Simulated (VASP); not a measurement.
**FeO: single point with PBEsol**

Crystal: FeO.

```
CELL_PARAMETERS angstrom
1.51768 0.87623 2.51579
-1.51768 -0.87623 5.03159
0.00000 -3.50494 5.03159
ATOMIC_POSITIONS crystal
Fe 0.00000 0.00000 0.00000
Fe 0.00000 0.00000 0.50000
O 0.50000 0.50000 0.00000
O 0.50000 0.50000 0.50000
```

- Program: VASP 6.6.1
- Task: single point
- Functional: PBEsol
- Potentials or basis: VASP PAW PBE potentials, release 64 (Fe, O)
- Cutoff: 450 eV
- k mesh: 9 × 9 × 7
- Occupations: gaussian, width 0.05 eV
- Spin: no spin polarisation
- Further INCAR settings: ALGO = Normal; EDIFF = 1e-06; NBANDS = 22

- Band gap on the k mesh: none (metal or under the smearing width)
- Valence electrons inside the program's atomic spheres: Fe 6.86; O 4.90

Levels at points of the mesh, in eV from the Fermi level:
| k point | band 12 | band 13 | band 14 | band 15 | band 16 | band 17 |
| --- | --- | --- | --- | --- | --- | --- |
| (0.00, 0.00, 0.00) | -1.24 | -0.90 | -0.90 | -0.43 | -0.02 | 0.05 |

It took 6.9 min on 1 thread of Intel(R) Xeon(R) Platinum 8488C (Sapphire Rapids), with other jobs on the host, peak memory 0.32 GiB.

Caveat: the run has no spin polarisation, though such a crystal can be magnetic; semilocal functionals often make such compounds metallic where correlation or magnetic order opens a gap, which also shifts bond lengths. With open d or f shells a metallic result of PBEsol can be an artefact of self-interaction; +U or a hybrid may open a gap.
